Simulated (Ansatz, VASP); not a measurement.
Given: the input of a run of Ansatz 0.2.0 on Bi.

Contents of input.yaml:

```yaml
crystal:
  lattice:
    - [-1.9814305318, 1.9814305318, 1.9814305318]
    - [1.9814305318, -1.9814305318, 1.9814305318]
    - [1.9814305318, 1.9814305318, -1.9814305318]
  atoms:
    - { symbol: Bi, position: [0.0, 0.0, 0.0] }
kpoints:
  mp_grid: { grid: [9, 9, 9] }
scf:
  occupations: { method: gaussian, width: 0.05 }
hamiltonian:
  xc: lda
  pseudopotentials: { kind: all_electron, lapw: { basis_error: 0.001 } }
output:
  forces: true
  stress: true
  eigenvalues: true
```

Potentials or basis: all-electron LAPW, scalar-relativistic.

Command:

```bash
$ ansatz run input.yaml --threads 1 --pin off --max-ram 3072MiB --backend cpu --events-out ev --progress --plain --runs-dir out
```

Question: Translate it to VASP 6.6.1. Potentials there: VASP PAW LDA potentials, release 64 (Bi_d).

Answer: As run (the cutoff follows the program's own potentials):

File INCAR:

```
SYSTEM = Bi
  ALGO = Fast
  EDIFF = 1E-6
  ENCUT = 520
  GGA = CA
  ISIF = 2
  ISMEAR = 0
  LASPH = .TRUE.
  LCHARG = .FALSE.
  LREAL = .FALSE.
  LWAVE = .FALSE.
  NBANDS = 14
  NELM = 60
  PREC = Accurate
  SIGMA = 0.05
```

The input KPOINTS:

```
k-points
0
G
  9 9 9
  0 0 0
```

Contents of POSCAR:

```
Bi
1.0
   -1.9814305318      1.9814305318      1.9814305318
    1.9814305318     -1.9814305318      1.9814305318
    1.9814305318      1.9814305318     -1.9814305318
Bi
1
Direct
    0.0000000000      0.0000000000      0.0000000000
```

Potentials or basis: VASP PAW LDA potentials, release 64 (Bi_d).

Command:

```bash
$ cat potpaw_LDA.64/Bi_d/POTCAR > POTCAR
$ mpirun -np 1 vasp_std > vasp.out
```

Both were run:

|  | VASP | Ansatz | Ansatz less VASP |
| --- | --- | --- | --- |
| gap on the k mesh at the Fermi level (eV) | none | none | - |
| pressure (GPa) | -3.2 | -3.3 | -0.07 |

A gap of «none» marks a metal or a gap that the smearing closes. Ansatz ran all-electron here, so the differences hold the error of VASP's frozen core and of both bases.

Caveats: spin-orbit coupling is left out, which moves the levels of the heavy elements.
